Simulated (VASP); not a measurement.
A run of VASP 6.6.1:

The input POSCAR:

```
PbSe
1.0
    0.0000000000      3.0606500000      3.0606500000
    3.0606500000      0.0000000000      3.0606500000
    3.0606500000      3.0606500000      0.0000000000
Pb Se
1 1
Direct
    0.0000000000      0.0000000000      0.0000000000
    0.5000000000      0.5000000000      0.5000000000
```

Contents of INCAR.step1:

```
SYSTEM = PbSe
PREC = Accurate
ENCUT = 520
EDIFF = 1E-6
ISMEAR = -1
SIGMA = 0.05
LREAL = .FALSE.
LASPH = .TRUE.
NELM = 80
ALGO = Fast
ISIF = 2
LWAVE = .FALSE.
LCHARG = .TRUE.
GGA = RP
NBANDS = 17
```

File KPOINTS.step1:

```
regular mesh
0
G
  8 8 8
  0 0 0
```

Contents of INCAR.step2:

```
SYSTEM = PbSe
PREC = Accurate
ENCUT = 520
EDIFF = 1E-6
ISMEAR = 0
SIGMA = 0.05
LREAL = .FALSE.
LASPH = .TRUE.
NELM = 80
ALGO = Fast
ISIF = 2
LWAVE = .FALSE.
LCHARG = .FALSE.
GGA = RP
NBANDS = 17
ICHARG = 11
```

File KPOINTS.step2:

```
path GXWKGLUWLK,UX
20
line-mode
reciprocal
 0.0000000000  0.0000000000  0.0000000000  G
 0.5000000000  0.0000000000  0.5000000000  X

 0.5000000000  0.0000000000  0.5000000000  X
 0.5000000000  0.2500000000  0.7500000000  W

 0.5000000000  0.2500000000  0.7500000000  W
 0.3750000000  0.3750000000  0.7500000000  K

 0.3750000000  0.3750000000  0.7500000000  K
 0.0000000000  0.0000000000  0.0000000000  G

 0.0000000000  0.0000000000  0.0000000000  G
 0.5000000000  0.5000000000  0.5000000000  L

 0.5000000000  0.5000000000  0.5000000000  L
 0.6250000000  0.2500000000  0.6250000000  U

 0.6250000000  0.2500000000  0.6250000000  U
 0.5000000000  0.2500000000  0.7500000000  W

 0.5000000000  0.2500000000  0.7500000000  W
 0.5000000000  0.5000000000  0.5000000000  L

 0.5000000000  0.5000000000  0.5000000000  L
 0.3750000000  0.3750000000  0.7500000000  K

 0.6250000000  0.2500000000  0.6250000000  U
 0.5000000000  0.0000000000  0.5000000000  X
```

Potentials or basis: VASP PAW PBE potentials, release 64 (Pb_d, Se).

Command:

```console
$ cat potpaw_PBE.64/Pb_d/POTCAR potpaw_PBE.64/Se/POTCAR > POTCAR
$ cp INCAR.step1 INCAR
$ cp KPOINTS.step1 KPOINTS
$ mpirun -np 1 vasp_std > vasp.out
$ cp INCAR.step2 INCAR
$ cp KPOINTS.step2 KPOINTS
$ mpirun -np 1 vasp_std > vasp.out
```

Hardware: 1 thread of Intel(R) Xeon(R) Platinum 8488C (Sapphire Rapids), on a shared host.

Problem. Estimate the wall time of this run.

Solution. It took 2.3 min on 1 thread of Intel(R) Xeon(R) Platinum 8488C (Sapphire Rapids), on a shared host, peak memory 0.32 GiB. Counts: scf iterations 10, k points 200.
